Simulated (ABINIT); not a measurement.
Runs of ABINIT 10.8.3 (patched build) on GaN. The structure is hexagonal, space group P6_3mc (No. 186). Conventional cell: a = 3.212 Å, b = 3.212 Å, c = 10.357 Å, α = 90.00°, β = 90.00°, γ = 120.00°. Around Ga (site symmetry 3m) lie 4 N at 1.95 to 2.00 Å. Ga (site symmetry 3m) has 3 N at 1.94 Å as nearest neighbours. N (site symmetry 3m) is surrounded by 4 Ga at 1.94 to 2.00 Å. N (site symmetry 3m) has 3 Ga at 1.95 Å as nearest neighbours. The cell is a database's computed one.

```csv
task,level,potentials or basis,cell,k mesh,cutoff (eV),fine-grid cutoff,cell freedom (optcell),cutoff smearing ecutsm (Ha),optimiser (ionmov),force stop (Ha/bohr),mesh quality,gap on the mesh (eV),pressure (GPa),largest force (eV/Å)
single point,LDA,JTH PAW LDA v2.0,as given,6 × 6 × 2,680,1278.94 eV,-,-,-,-,not flagged,0.82,-,0.23
single point,PBE,JTH PAW PBE v2.0,as given,8 × 8 × 2,707,1306.15 eV,-,-,-,-,not flagged,0.81,(b),0.35
relaxation of cell and atoms,LDA,JTH PAW LDA v2.0,relaxed,5 × 5 × 2,707,1306.15 eV,2,0.5,2,0.0005,coarse,1.60,0.0,0.02
single point,PBE,JTH PAW PBE v2.0,as given,6 × 6 × 2,707,1306.15 eV,-,-,-,-,not flagged,0.81,(a),0.35
band structure,r2SCAN,JTH PAW PBE v2.0,as given,8 × 8 × 3,844,1442.2 eV,-,-,-,-,not flagged,1.20,-,0.21
```

Alike in all rows: no spin polarisation; smearing fermi-dirac 0.05 eV.

Q: Estimate the missing entries.

A: (a) 0.2; (b) 0.3.

Caveats: some runs use coarse meshes; an odd mesh through Γ misses points on the zone boundary, where band edges often lie (some runs); the PAW data sets were made with another functional, which shifts forces and pressure a little (some runs).

A k mesh can miss the band edges, and the runs leave out spin-orbit coupling on Ga.

Not every run made on this cell is shown here.
